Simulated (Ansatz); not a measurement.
Te2Mo:

```xyz
6
Lattice="3.5182 0.0000 0.0000 -1.7591 3.0469 0.0000 0.0000 0.0000 13.9736" Properties=species:S:1:pos:R:3 pbc="T T T"
Te    1.7591    1.0156    5.2960
Te    0.0000    2.0312   12.2828
Te    1.7591    1.0156    1.6908
Te    0.0000    2.0312    8.6776
Mo    1.7591    1.0156   10.4802
Mo    0.0000    2.0312    3.4934
```

```yaml
Program: Ansatz 0.2.0
Task: relaxation of cell and atoms
Functional: r2SCAN
Potentials_or_basis: Ansatz PAW
Cutoff: "500 eV (not typed: the program's choice for these potentials)"
k_mesh: 9 × 9 × 2
Occupations: fermi-dirac, width 0.05 eV
Spin: no spin polarisation
```

At the start: volume 24.96 Å³/atom.

Q: Where does the relaxation end?

A: It ends after 6 steps and the volume is 26.99 Å³/atom (+8.1 %); space group P6_3/mmc (No. 194, to 0.05 Å).

Step by step:
```tsv
step	energy change (eV)	largest force (eV/Å)	volume (Å³)
1	0.0000	0.0779	149.79
2	-0.0497	0.3245	158.85
3	-0.0747	0.0235	159.94
4	-0.0762	0.0167	161.74
5	-0.0762	0.0010	161.94
6	-0.0792	0.0009	161.94
```

Final structure:
```
CELL_PARAMETERS angstrom
3.56350 0.00000 0.00000
-1.78175 3.08608 0.00000
0.00000 0.00000 14.72592
ATOMIC_POSITIONS crystal
Te 0.66667 0.33333 0.37152
Te 0.33333 0.66667 0.87152
Te 0.66667 0.33333 0.12848
Te 0.33333 0.66667 0.62848
Mo 0.66667 0.33333 0.75000
Mo 0.33333 0.66667 0.25000
```

Caveat: the plane-wave basis is chosen anew once the cell has moved, so the energies of steps on either side of that aren't comparable; the PAW data sets come from PBE, with cores solved anew for the run's functional, which leaves a small shift of forces and pressure.
